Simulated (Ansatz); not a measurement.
ZrO2 (fluorite)

```
ZrO2
1.0
    0.00000     5.11588     5.11588
    2.55794     0.00000     2.55794
    2.55794     2.55794     0.00000
Zr O
2 4
Cartesian
  0.00000   0.00000   0.00000
  0.00000   2.55794   2.55794
  1.27897   1.27897   1.27897
  1.27897   3.83691   3.83691
  3.83691   3.83691   3.83691
  3.83691   6.39485   6.39485
```

In each cell atom 3 (O, nearest neighbour Zr at 2.215 Å; its periodic images, 3.6 Å or more away, move with it) moves by s·(0.707, 0.707, 0.000) (along Cartesian [110]), the rest being held.

These are PBE (plane waves to 420 eV, PAW, scalar-relativistic; Ansatz, an electronic-structure program) values and carry that method's errors. k mesh 9×9×9 (Γ-centred), Fermi-Dirac smearing 0.05 eV. The energy includes the smearing's −TS. The PAW data are Ansatz's earlier set. This is a high-temperature form of ZrO2. ZrO2 is run without spin polarisation. ZrO2 was relaxed with its symmetry unable to fall. ΔE is measured from the undisplaced structure.

```tsv
s (Å)	ΔE (meV/cell)
-0.220	259.8
-0.176	164.7
-0.132	withheld
-0.088	40.7
-0.044	10.1
0.000	0.0
0.044	10.1
0.088	40.7
0.132	withheld
0.176	164.7
0.220	259.8
```

Problem. Fit an even polynomial form (powers 2, 4) to the given rows and predict ΔE at s = -0.132.

Solution. Least squares on the 9 given rows: ΔE = (5229)·s² + (2875)·s⁴, in meV/cell with s in Å; root-mean-square residual 0.03 meV/cell. At -0.132 the fit gives 92.0 meV/cell; the calculation gives 92.0 meV/cell, the same to the digits shown. The quadratic term alone would give 91.1 meV/cell.

(For displaced atoms, the force is minus the slope of the energy, and its curvature is a force constant, which sets phonon frequencies.)
